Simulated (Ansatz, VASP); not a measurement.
Two plane-wave programs on MgB2

INCAR

```
PREC     = Accurate       # precision mode
ENCUT    = 520            # plane-wave cutoff, eV
EDIFF    = 1E-6           # SCF threshold, eV
ISMEAR   = 0              # smearing method
SIGMA    = 0.012          # smearing width, eV
LREAL    = F              # projectors in reciprocal space
LASPH    = T              # aspherical terms in the spheres
NELM     = 100            # most SCF steps
ALGO     = Normal         # electronic algorithm
ISIF     = 2              # what is computed and relaxed
LWAVE    = F              # write WAVECAR
LCHARG   = F              # write CHGCAR
GGA      = PE             # functional
NBANDS   = 11             # bands
```

File KPOINTS:

```
regular mesh
0
Gamma
  10 10 8
```

The input POSCAR:

```
MgB2
1.0
    3.0850000000      0.0000000000      0.0000000000
   -1.5425000000      2.6716883707      0.0000000000
    0.0000000000      0.0000000000      3.5230000000
Mg B
1 2
Direct
    0.0000000000      0.0000000000      0.0000000000
    0.6666666667      0.3333333333      0.5000000000
    0.3333333333      0.6666666667      0.5000000000
```

input.yaml

```yaml
crystal:
  lattice:
    - [3.085, 0.0, 0.0]
    - [-1.5425, 2.6716883707, 0.0]
    - [0.0, 0.0, 3.523]
  atoms:
    - { symbol: Mg, position: [0.0, 0.0, 0.0] }
    - { symbol: B, position: [0.6666666667, 0.3333333333, 0.5] }
    - { symbol: B, position: [0.3333333333, 0.6666666667, 0.5] }
hamiltonian:
  xc: pbe
  pseudopotentials: { kind: paw }
kpoints:
  mp_grid: { grid: [10, 10, 8] }
scf:
  occupations: { method: gaussian, width: 0.012 }
output:
  forces: true
  stress: true
  eigenvalues: true
```

Alike in both runs: task single point; functional PBE; k mesh 10 × 10 × 8; occupations gaussian, width 0.012 eV; no spin polarisation.

|  | VASP | Ansatz |
| --- | --- | --- |
| version | VASP 6.6.1 | Ansatz 0.2.0 |
| potentials or method | VASP PAW PBE potentials, release 64 (Mg, B) | Ansatz PAW |
| plane-wave cutoff (eV) | 520 | 420 |
| valence electrons in the cell | 8 | 16 |

VASP gave:

| Property | Result |
| --- | --- |
| gap on the k mesh at the Fermi level (eV) | none |
| pressure (GPa) | -1.1 |
| largest component of the traceless stress (GPa) | 0.79 |

Estimate Ansatz's values.

gap on the k mesh at the Fermi level (eV): none; pressure (GPa): -0.9; largest component of the traceless stress (GPa): 0.67.

A gap of «none» marks a metal or a gap that the smearing closes. The two sets of potentials don't hold the same shells in valence.
